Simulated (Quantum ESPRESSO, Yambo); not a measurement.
# Quasiparticle gap of CdTe (F-43m) in Yambo, part 2 of 2

Wanted: ground state, empty states, screening and self-energy for CdTe (F-43m).

Quantum ESPRESSO 7.5 and Yambo 5.3.0; PBE and many-body steps on it, plane waves. Known limits of the many-body steps: not at the basis limit; no spin-orbit coupling; coarse k mesh.

So far. Step 2 (Ground state): The gap is direct, at Γ. Step 3 (Bands along the symmetry lines): The gap is 0.870 eV, as in the run before at this level.

The database entry behind the starting cell differs from later determinations by our own check (an axis about 1.1 % short against later determinations), so it need not match the best structure at ambient conditions.

### 4. Empty states on the mesh, 4×4×4 mesh, 134 bands

Level of this step: DFT, PBE, plane waves, norm-conserving pseudopotentials (Quantum ESPRESSO).

The sums over transitions need many empty states on a uniform mesh; this step solves for them.

Input file pw.in:

```
&control
  calculation = 'nscf'
  prefix = 'x'
  outdir = 'o'
  pseudo_dir = 'pseudo'
/
&system
  ibrav = 0
  nat = 2
  ntyp = 2
  ecutwfc = 94.0
  nbnd = 134
  force_symmorphic = .true.
/
&electrons
  conv_thr = 1e-9
  electron_maxstep = 80
  diago_full_acc = .true.
  diago_thr_init = 5e-6
/
ATOMIC_SPECIES
  Cd 112.41 Cd.upf
  Te 127.6 Te.upf
CELL_PARAMETERS angstrom
  -0.0000000000 3.2050000000 3.2050000000
  3.2050000000 -0.0000000000 3.2050000000
  3.2050000000 3.2050000000 -0.0000000000
ATOMIC_POSITIONS crystal
  Cd 0.0000000000 0.0000000000 0.0000000000
  Te 0.2500000000 0.2500000000 0.2500000000
K_POINTS automatic
  4 4 4 0 0 0
```

On the command line:

```sh
$ OMP_NUM_THREADS=1 mpirun -n 4 pw.x -nk 4 -in pw.in > pw.out
```

What it wrote:

```text
[banner, memory and clock lines left out]
Program PWSCF v.7.5 starts

     Atomic positions and unit cell read from directory:
     o/x.save/

     Message from routine setup:
     using ibrav=0 with symmetry is DISCOURAGED, use correct ibrav instead

     G-vector sticks info

     bravais-lattice index     =            0
     lattice parameter (alat)  =       8.5653  a.u.
     unit-cell volume          =     444.3352 (a.u.)^3
     number of atoms/cell      =            2
     number of atomic types    =            2
     number of electrons       =        44.00
     number of Kohn-Sham states=          134
     kinetic-energy cutoff     =      94.0000  Ry
     charge density cutoff     =     376.0000  Ry
     Exchange-correlation= PBE
                           (   1   4   3   4   0   0   0)

     celldm(1)=   8.565287  celldm(2)=   0.000000  celldm(3)=   0.000000
     celldm(4)=   0.000000  celldm(5)=   0.000000  celldm(6)=   0.000000

     crystal axes: (cart. coord. in units of alat)
               a(1) = (  -0.000000   0.707107   0.707107 )
               a(2) = (   0.707107  -0.000000   0.707107 )
               a(3) = (   0.707107   0.707107  -0.000000 )

     reciprocal axes: (cart. coord. in units 2 pi/alat)
               b(1) = ( -0.707107  0.707107  0.707107 )
               b(2) = (  0.707107 -0.707107  0.707107 )
               b(3) = (  0.707107  0.707107 -0.707107 )
     Pseudo is Norm-conserving + core correction, Zval = 20.0
     Generated using ONCVPSP code by D. R. Hamann
     Using radial grid of 1368 points,  6 beta functions with:
     Pseudo is Norm-conserving + core correction, Zval = 24.0
     Generated using ONCVPSP code by D. R. Hamann
     Using radial grid of 1294 points,  8 beta functions with:
     Cd               20.00   112.41000     Cd( 1.00)
     Te               24.00   127.60000     Te( 1.00)

     24 Sym. Ops. (no inversion) found

   Cartesian axes

     site n.     atom                  positions (alat units)
         1        Cd     tau(   1) = (   0.0000000   0.0000000   0.0000000  )
         2        Te     tau(   2) = (   0.3535534   0.3535534   0.3535534  )

     number of k points=     8
                       cart. coord. in units 2pi/alat
        k(    1) = (   0.0000000   0.0000000   0.0000000), wk =   0.0312500
        k(    2) = (   0.1767767   0.1767767  -0.1767767), wk =   0.2500000
        k(    3) = (  -0.3535534  -0.3535534   0.3535534), wk =   0.1250000
[...]
k(    7) = (  -0.7071068   0.0000000   0.0000000), wk =   0.0937500
        k(    8) = (  -0.7071068   0.3535534   0.0000000), wk =   0.1875000

     Dense  grid:    54769 G-vectors     FFT dimensions: (  54,  54,  54)

     The potential is recalculated from file :
     o/x.save/charge-density

     Starting wfcs are   23 randomized atomic wfcs +  111 random wfcs

     Band Structure Calculation

     End of band structure calculation

          k = 0.0000 0.0000 0.0000 (  6855 PWs)   bands (ev):

  -150.0291-100.0567-100.0567-100.0567 -93.4913 -54.5465 -54.5465 -54.5465
   -27.3358 -27.3358 -27.3358 -27.3268 -27.3268  -2.6007   0.3688   0.3688
     0.3688   0.6540   0.6540   8.7674   8.7674   8.7674   9.6374  13.3640
    13.3640  13.3640  16.2716  18.3045  18.3045  18.8519  18.8519  18.8519
[...]
[... 5 further rows ...]
[...]
77.9599  78.5140  78.5140  78.5140  79.8210  79.8210

          k = 0.1768 0.1768-0.1768 (  6838 PWs)   bands (ev):

  -150.0291-100.0567-100.0567-100.0567 -93.4913 -54.5466 -54.5465 -54.5465
[...]
[... 5 further rows ...]
[...]
79.9821  81.7518  81.7518  83.1808  83.4802  83.4802

          k =-0.3536-0.3536 0.3536 (  6850 PWs)   bands (ev):

  -150.0291-100.0567-100.0567-100.0567 -93.4913 -54.5467 -54.5465 -54.5465
[...]
51.3289  52.1754  52.1754  52.7019  54.1226  54.1226  55.0769  55.3052
     [... 5 further rows ...]
    77.0799  77.8878  77.8878  78.4464  79.6593  79.6593  79.7909  80.0070
    80.5722  80.5722  80.9570  80.9570  81.9956  81.9956

          k = 0.3536 0.0000 0.0000 (  6843 PWs)   bands (ev):

     [... further k-points ...]

     highest occupied, lowest unoccupied level (ev):     8.7674    9.6374

     XML data file, pseudopotentials, collected wavefunctions
```

The job ended after 22 s (4 MPI ranks of Arm Neoverse V1, shared host; peak memory 0.54 GiB).

Numbers from this step:

* gap: 0.8701 eV
* k of the valence top: 0, 0, 0
* k of the conduction bottom: 0, 0, 0
* least direct gap: 0.8701 eV
* k points computed: 8
* lowest point of the top converged band, above the valence top: 71.0536 eV

On this mesh the gap is 0.870 eV.

### 5. Conversion and set-up

This step: Yambo 5.3.0; conversion and set-up on PBE, plane waves, norm-conserving pseudopotentials.

The states are converted to the many-body program's format and the q mesh is built.

On the command line:

```sh
$ (cd o/x.save; p2y > p2y.log; mv SAVE ../..); yambo > setup.log
```

What it wrote:

```text
 Yambo, version 5.3.0

 [02] CORE Variables Setup
 =========================

  [02.01] Unit cells
  ==================

  Cell kind             :  FCC
  Atoms in the cell     :  Cd  Te
  number of Cd atoms    :  1
  number of Te atoms    :  1

  List of atomic masses
  Mass of Cd    :  112.4100
  Mass of Te    :  127.6000

  List of atomic coordinates    : [cc]
  Cd1       :  0.000000  0.000000  0.000000  order 1
  Te1       :  3.028286  3.028286  3.028286  order 2

  Alat factors          :  6.056572  6.056572  6.056572 [a.u.]
  Direct lattice volume :  444.3352 [a.u.]
  Direct lattice vectors:  A[ 1 ]  A[ 2 ]  A[ 3 ]
   A[ 1 ]: -0.000000  1.000000  1.000000  [iru]
  -0.000000  6.056572  6.056572  [cc]
   A[ 2 ]:  1.000000 -0.000000  1.000000  [iru]
   6.056572 -0.000000  6.056572  [cc]
   A[ 3 ]:  1.000000  1.000000 -0.000000  [iru]
   6.056572  6.056572 -0.000000  [cc]

  Recip. lattice volume :  0.558250 [a.u.]
  Recip. lattice vectors:  B[ 1 ]  B[ 2 ]  B[ 3 ]
   B[ 1 ]: -0.500000  0.500000  0.500000  [iku]
  -0.518708  0.518708  0.518708  [cc]
   B[ 2 ]:  0.500000 -0.500000  0.500000  [iku]
   0.518708 -0.518708  0.518708  [cc]
   B[ 3 ]:  0.500000  0.500000 -0.500000  [iku]
   0.518708  0.518708 -0.518708  [cc]

  [02.02] Symmetries
  ==================

  Inversion symmetry    : yes
  Spatial inversion     : no
  Inversion index       :  25
  K-space Time-reversal : yes
  Magnetic symmetries   : no
  Time-reversal derived K-space symmetries:   25   48
  Group table correct   : yes
  Symmetries units      :  [cc]

   [S  1]:   1.0000     -0.15505E-16 -0.15505E-16 -0.15505E-16   1.0000      0.15505E-16  0.15505E-16  0.15505E-16   1.0000
   [S  2]:  -1.0000      0.15505E-16 -0.15505E-16  0.15505E-16  -1.0000      0.15505E-16 -0.15505E-16 -0.15505E-16   1.0000
   [S  3]:  -1.0000     -0.15505E-16  0.15505E-16  0.15505E-16   1.0000     -0.15505E-16 -0.15505E-16  0.15505E-16  -1.0000
[...]
[S  9]: -0.15505E-16   1.0000     -0.15505E-16  0.15505E-16 -0.15505E-16   1.0000       1.0000      0.15505E-16  0.15505E-16
   [S 10]: -0.15505E-16  -1.0000      0.15505E-16  0.15505E-16  0.15505E-16  -1.0000       1.0000     -0.15505E-16 -0.15505E-16
     [... 36 further rows ...]
   [S*47]:   1.0000     -0.15505E-16  0.15505E-16 -0.15505E-16  0.15505E-16  -1.0000      0.15505E-16   1.0000     -0.15505E-16
   [S*48]:   1.0000      0.15505E-16 -0.15505E-16 -0.15505E-16 -0.15505E-16   1.0000      0.15505E-16  -1.0000      0.15505E-16

  [02.03] Reciprocal space
  ========================

  nG shells         :   469
  nG charge         :   54769
  nG WFs            :   8040
  nC WFs            :   6855
  G-vecs. in first 46 shells:  [ Number ]
     1    9   15   27   51   59   65   89  113
    137   169   181   229   259   283   307   331   339
    387   411   459   531   537   561   609   645   701
[...]
1639
  ...
[...]
K/Q-points units:
  rlu = crystal or reduced units; cc = cartesian coordinates; iku = interal k-units

  K [1]          [rlu]:  0.000000  0.000000  0.000000
         WF components:   6855
  K [2]          [rlu]: -0.91950E-18 -0.91950E-18  0.25000
         WF components:   6838
  K [3]          [rlu]:  0.18390E-17  0.18390E-17 -0.50000
         WF components:   6850
  K [4]          [rlu]:  0.93911E-17  0.25000      0.25000
         WF components:   6843
  K [5]          [rlu]:  0.27585E-17  0.25000     -0.50000
         WF components:   6840
  [... 2 further k-points ...]
  K [8]          [rlu]:  0.250000 -0.500000 -0.250000
         WF components:   6844

  [02.05] Energies & Occupations
  ==============================

  [X] === General ===
  [X] Electronic Temperature                        :  0.000000  0.000000 [eV K]
  [X] Bosonic    Temperature                        :  0.000000  0.000000 [eV K]
  [X] Finite Temperature mode                       : no
  [X] El. density                                   :  0.66825E+24 [cm-3]
  [X] Fermi Level                                   :  8.767355 [eV]

  [X] === Gaps and Widths ===
  [X] Conduction Band Min                           :  0.870059 [eV]
  [X] Valence Band Max                              :  0.000000 [eV]
  [X] Filled Bands                                  :  22
  [X] Empty Bands                                   :   23  134
  [X] Direct Gap                                    :  0.870059 [eV]
  [X] Direct Gap localized at k                     :  1
  [X] Indirect Gap                                  :  0.870059 [eV]
  [X] Indirect Gap between kpts                     :  1  1
  [X] Last valence band width                       :  2.333765 [eV]
  [X] 1st conduction band width                     :  3.502416 [eV]

  E @ K [1]:  [eV]
  -158.7964 -108.8240 -108.8240 -108.8240 -102.2587  -63.3139  -63.3139  -63.3139
  -36.10317 -36.10317 -36.10317 -36.09420 -36.09420 -11.36809  -8.39856  -8.39856
   -8.39856     -8.11340     -8.11340    -0.302876E-8 -0.150089E-8   0.00000     0.870059      4.59669
[...]
occ @ K [1]
[...]
E @ K [2]:  [eV]
[...]
occ @ K [2]
[...]
E @ K [3]:  [eV]
[...]
occ @ K [3]
[...]
E @ K [4]:  [eV]
[...]
occ @ K [4]
[...]
E @ K [5]:  [eV]
[...]
occ @ K [5]
[...]
[... 2 further k-points ...]
  E @ K [8]:  [eV]
[...]
occ @ K [8]
[...]
0.000000  0.000000  0.000000  0.000000  0.000000  0.000000  0.000000  0.000000
   0.000000  0.000000  0.000000  0.000000  0.000000  0.000000  0.000000  0.000000

 [03] Transferred momenta grid and indexing
 ==========================================

 IBZ Q-points                                      :   8
 BZ  Q-points                                      :   64

 K/Q-points units:
 rlu = crystal or reduced units; cc = cartesian coordinates; iku = interal k-units

 Q [1]          [rlu]:  0.000000  0.000000  0.000000
 Q [2]          [rlu]: -0.91950E-18 -0.91950E-18  0.25000
 Q [3]          [rlu]:  0.18390E-17  0.18390E-17 -0.50000
[...]
Q [7]          [rlu]: -0.18782E-16 -0.50000     -0.50000
 Q [8]          [rlu]:  0.250000 -0.500000 -0.250000

  [03.01] X indexes
  =================

   [03.01.01] Sigma indexes
   ========================

 [06] Game Over & Game summary
```

Elapsed: 3.5 s, on 1 MPI rank; peak memory 0.26 GiB.

### 6. Screening and self-energy, 4×4×4 mesh, 134 bands, screening to 156.5 eV

G0W0 replaces the xc potential by the self-energy, built once from these orbitals. Only a window of levels is corrected, while the sums run over the empty bands that the input names.

This step: G0W0 on PBE, plane waves, norm-conserving pseudopotentials.

Input file gw1.in:

```
HF_and_locXC
gw0
dyson
ppa
em1d
rim_cut
RandQpts= 1000000
RandGvec= 1 RL
EXXRLvcs= 94 Ry
VXCRLvcs= 376 Ry
Chimod= "HARTREE"
% BndsRnXp
 1 | 134 |
%
NGsBlkXp= 11.5 Ry
% LongDrXp
 1 | 1 | 1 |
%
% GbndRnge
 1 | 134 |
%
DysSolver= "n"
ExtendOut
PPAPntXp= 27.21138 eV
% QPkrange
 1 | 1 | 21 | 24 |
%
```

On the command line:

```sh
$ OMP_NUM_THREADS=1 mpirun -n 4 yambo -F gw1.in -J gw1 -C gw1 > gw1.log
```

What it wrote:

```text
 Yambo, version 5.3.0

 [02] CORE Variables Setup
 =========================

  [... cell, symmetries and grids as in the set-up ...]

  [02.05] Energies & Occupations
  ==============================

  [X] === General ===
  [X] Electronic Temperature                        :  0.000000  0.000000 [eV K]
  [X] Bosonic    Temperature                        :  0.000000  0.000000 [eV K]
  [X] Finite Temperature mode                       : no
  [X] El. density                                   :  0.66825E+24 [cm-3]
  [X] Fermi Level                                   :  8.767355 [eV]

  [X] === Gaps and Widths ===
  [X] Conduction Band Min                           :  0.870059 [eV]
  [X] Valence Band Max                              :  0.000000 [eV]
  [X] Filled Bands                                  :  22
  [X] Empty Bands                                   :   23  134
  [X] Direct Gap                                    :  0.870059 [eV]
  [X] Direct Gap localized at k                     :  1
  [X] Indirect Gap                                  :  0.870059 [eV]
  [X] Indirect Gap between kpts                     :  1  1
  [X] Last valence band width                       :  2.333765 [eV]
  [X] 1st conduction band width                     :  3.502416 [eV]

 [03] Transferred momenta grid and indexing
 ==========================================

 IBZ Q-points                                      :   8
 BZ  Q-points                                      :   64

 K/Q-points units:
 rlu = crystal or reduced units; cc = cartesian coordinates; iku = interal k-units

 Q [1]          [rlu]:  0.000000  0.000000  0.000000
 Q [2]          [rlu]: -0.91950E-18 -0.91950E-18  0.25000
 Q [3]          [rlu]:  0.18390E-17  0.18390E-17 -0.50000
 Q [4]          [rlu]:  0.93911E-17  0.25000      0.25000
 Q [5]          [rlu]:  0.54592E-16  0.25000      0.50000
 Q [6]          [rlu]:  0.18390E-17  0.25000     -0.25000
 Q [7]          [rlu]: -0.18782E-16 -0.50000     -0.50000
 Q [8]          [rlu]:  0.250000 -0.500000 -0.250000

 [04] Coloumb potential Random Integration (RIM)
 ===============================================

  [04.01] RIM initialization
  ==========================

  * Diagonal components only detected *

  8 x (sBL volume)        :  0.069781 [a.u.]
  sBZ random points       :  1000000
  Points outside the sBZ  :   7999624
  RL volume               :  0.558250 [a.u.]
  Integrated volume       :  0.558276 [a.u.]

  [04.02] RIM integrals
  =====================

  Gamma point sphere radius             :  0.074679 [a.u.]
  Points outside the sphere             :   799635
  [Int_sBZ(q=0) 1/q^2]*(Vol_sBZ)^(-1/3) =:  7.763403
                                 should be <:  7.795600

  Summary of Coulomb integrals for non-metallic bands |Q|[au] RIM/Bare

  Q [1] 0.100000E-4 0.995870 * Q [2] 0.224607 1.063761
  Q [4] 0.259354 1.062979 * Q [6] 0.366782 1.026387
  Q [5] 0.430090 1.018651 * Q [3] 0.449214 1.016906
  Q [7] 0.518708 1.013309 * Q [8] 0.579933 1.010246

 [05] Dipoles
 ============

  [05.01] Setup: observables and procedures
  =========================================

 [06] Dynamic Dielectric Matrix (PPA)
 ====================================

 [WR./gw1//ndb.pp]---------------------------------------------------------------
  Brillouin Zone Q/K grids (IBZ/BZ)                :    8   64    8   64
  RL vectors                                       :   8099 [WF]
  Coulomb cutoff potential                         : none
  Electronic Temperature                           :  0.000000 [K]
  Bosonic    Temperature                           :  0.000000 [K]
  PPA    diel. fun.  energies                      : Perdew, Burke & Ernzerhof(X)+Perdew, Burke & Ernzerhof(C)
  wavefunctions                                    : Perdew, Burke & Ernzerhof(X)+Perdew, Burke & Ernzerhof(C)
  Global Gauge                                     : length
  X matrix size                                    :   339
  X band range                                     :    1  134
  X e/h energy range                               : -1.000000 -1.000000 [eV]
  X Time ordering                                  : R
  X Hxc Kernel                                     : HARTREE
  X Drude frequency                                :  0.000000  0.000000
  X poles                                          :  100.0000 [o/o]
  RL vectors in the sum                            :   8099
  [r,Vnl] included                                 : yes
  Field direction                                  :  0.577350E-5  0.577350E-5  0.577350E-5
  BZ energy Double Grid                            : no
  BZ energy DbGd points                            : 0
  BZ Q point size factor                           : -1.000000
  X Optical Averaged directions                    : none

 [07] Local Exchange-Correlation + Non-Local Fock
 ================================================

 [VXC] Plane waves :   54769
 [EXS] Plane waves :   6879

 QP @ state[ 1 ] K range:  1  1
 QP @ state[ 1 ] b range:  21  24

 [xc] Functional : Perdew, Burke & Ernzerhof(X)+Perdew, Burke & Ernzerhof(C)
 [xc] LIBXC used to calculate xc functional
  PP Number of Atomic Species                      :  2
  NLCC RL compoments                               :   54769
  PP Number of Atomic Species                      :  2
  NLCC RL compoments                               :   54769

 [xc] E_xc :  -35.76984 [Ha]
      E_xc :  -71.53968 [Ry]

  Local XC kind (lXC) : Perdew, Burke & Ernzerhof(X)+Perdew, Burke & Ernzerhof(C)
  Non-Local XC kind (nlXC) : Hartree-Fock

  Corrections @ K [1] :  [eV]
 <21|nlXC|21> = -16.53374  0.24943E-19 <21|lXC|21> = -14.60577  0.11739E-20
 <22|nlXC|22> = -16.53372 -0.14325E-18 <22|lXC|22> = -14.60577 -0.47206E-16
 <23|nlXC|23> = -8.184634 -0.56306E-18 <23|lXC|23> = -12.06425  0.37763E-15
 <24|nlXC|24> = -6.083436 -0.25425E-17 <24|lXC|24> = -10.27494  0.28315E-15

 [08] Dyson equation: Newton solver
 ==================================

  [08.01] G0W0 (W PPA)
  ====================

  [  GW  ] Bands range     :    1  134
  [GW/PPA] G damping       :  0.100000 [eV]

  QP @ state[ 1 ] K range:  1  1
  QP @ state[ 1 ] b range:  21  24

   Sc/G bands                                       :    1  134
   Sc/G damping                                     :  0.100000 ev
   Sc bands terminator                              : no
   Sx RL components                                 :   6879

   QP @ state[ 1 ] K range                          :  1  1
   QP @ state[ 1 ] b range                          :  21  24
   GF energies kind                                 : Perdew, Burke & Ernzerhof(X)+Perdew, Burke & Ernzerhof(C)
   GF WF`s kind                                     : Perdew, Burke & Ernzerhof(X)+Perdew, Burke & Ernzerhof(C)
   Xs energies kind                                 : Perdew, Burke & Ernzerhof(X)+Perdew, Burke & Ernzerhof(C)
   Xs WF`s kind                                     : Perdew, Burke & Ernzerhof(X)+Perdew, Burke & Ernzerhof(C)

 [11] Game Over & Game summary
```

It took 4.3 min on 4 MPI ranks; peak memory 2.4 GiB.

This step gave:

- G0W0 gap on the points computed: 1.657 eV
- starting gap on the mesh: 0.8701 eV
- k of the valence top: 0, 0, 0
- k of the conduction bottom: 0, 0, 0
- least direct G0W0 gap on the computed points: 1.657 eV
- Z at the valence top: 0.8020
- Z at the conduction bottom: 0.8134

The gap on the mesh goes from 0.87 eV to 1.66 eV, a correction of +0.79 eV.

Limits: finite bands, cutoff and mesh; no spin-orbit coupling; coarse k mesh. v1 is the top filled band, c1 the lowest empty one. The levels before and after the correction (eV, zero at the valence-band top of each column):

```csv
,conduction bottom,valence top
Kohn-Sham,0.87,0.00
G0W0,1.66,0.00
```

```csv
,level,energy (eV)
Kohn-Sham,Γ v2-v1,0.000
Kohn-Sham,Γ c1,0.870
Kohn-Sham,Γ c2,4.597
G0W0,Γ v2-v1,0.000
G0W0,Γ c1,1.657
G0W0,Γ c2,5.283
```

### 7. Where the time went

Times are wall times on the hardware named with each run, good to a factor of about two.

```csv
step,time,share,memory (GiB)
ground state,18 s,6 %,0.39
bands along the symmetry lines,13 s,4 %,0.31
empty states on the mesh,22 s,7 %,0.54
conversion and set-up,3.5 s,1 %,0.26
screening and self-energy,4.3 min,82 %,2.4
```

### 8. Results

```
PBE gap              : 0.87 eV, direct
G0W0 gap on the mesh : 1.66 eV
GW settings          : 4×4×4 mesh, 134 bands, screening to 156.5 eV, Godby-Needs plasmon pole
known limits         : not at the basis limit; no spin-orbit coupling; coarse k mesh
```

**Reading.** G0W0 moves the gap on the mesh from 0.87 eV to 1.66 eV (+0.79 eV), with Z of 0.80 and 0.81 at the edges. Only 1 of the mesh's irreducible points was corrected, so a valley elsewhere could overtake. The dearest step here is «screening and self-energy». Bands and cutoff are finite, so the gap is not at the basis limit. The miss can reach some tenths of an eV and take either sign; the mesh is an error of its own. In the G0W0 run levels were corrected at 1 k point alone, so a gap called «on the mesh» is the least over those, and an edge elsewhere would be missed. The 4×4×4 mesh is coarse for this cell, which bears on the long-range parts of exchange and screening. The many-body steps are scalar-relativistic: spin-orbit coupling is not in them.

[Paths, hosts, dates, memory and timing lines, banners, echoed tables and standing remarks are left out of the program output.]

[Logs are printed without paths, hosts, clocks, repeated set-up lines and the standing remarks that a program may print on its own settings, such as how far it seeks lower states.]

[Runs of the session that timed out or met a known fault of the program may be left out.]

[Hosts, paths, dates, database ids (printed as entryN), source tags and the programs' standing remarks are cut or masked in the printed files.]
